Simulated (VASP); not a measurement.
**PbSe (Clausthalite): single point with r2SCAN**

**Experimental background.**

From a printed reference work, monograph, for a bulk crystal of PbSe at 300 K: band gap 0.28 eV (direct).

The system is PbSe (Clausthalite).

```xyz
2
Lattice="0.0000 3.0697 3.0697 3.0697 0.0000 3.0697 3.0697 3.0697 0.0000" Properties=species:S:1:pos:R:3 pbc="T T T"
Pb    0.0000    0.0000    0.0000
Se    3.0697    3.0697    3.0697
```

```yaml
Program: VASP 6.6.1
Task: single point
Functional: r2SCAN
Potentials_or_basis: VASP PAW PBE potentials, release 64 (Pb_d, Se)
Cutoff: 520 eV
k_mesh: 6 × 6 × 6
Occupations: gaussian, width 0.01 eV
Spin: no spin polarisation
Dipole_correction: no
Further_INCAR_settings: ALGO = Normal; EDIFF = 1e-07; NBANDS = 17
```

```
Pressure               : 1.0 GPa
Band gap on the k mesh : 0.61 eV, direct
```

Levels at points of the mesh, in eV from the valence-band top:
```tsv
k point	band 7	band 8	band 9	band 10	band 11	band 12	band 13	band 14
(0.00, 0.00, 0.00)	-6.36	-1.98	-1.98	-1.98	5.02	5.02	5.02	6.98
(0.50, 0.00, 0.00)	-9.01	-1.57	-1.57	0.00	0.61	1.94	1.94	9.08
(0.50, 0.50, 0.00)	-7.53	-5.07	-3.33	-3.33	4.06	5.96	5.96	6.44
```

It took 50 s on 1 thread of Intel(R) Xeon(R) Platinum 8259CL CPU @ 2.50GHz (Skylake/Cascade Lake) (shared host), peak memory 0.19 GiB.

Against the measured gap of PbSe, 0.28 eV (direct; 300 K; a printed reference work, monograph), the calculated 0.61 eV is off by +0.33 eV. 2 values of this kind are on record (0.15 to 0.28 eV); this one was drawn at random. Spin-orbit coupling on Pb, Se is left out. The value is that of r2SCAN on a finite k mesh, which can miss the band edges, without temperature or zero-point motion.

Caveat: the PAW data sets were made with another functional, which shifts forces and pressure a little; spin-orbit coupling is left out, which moves the levels of the heavy elements.
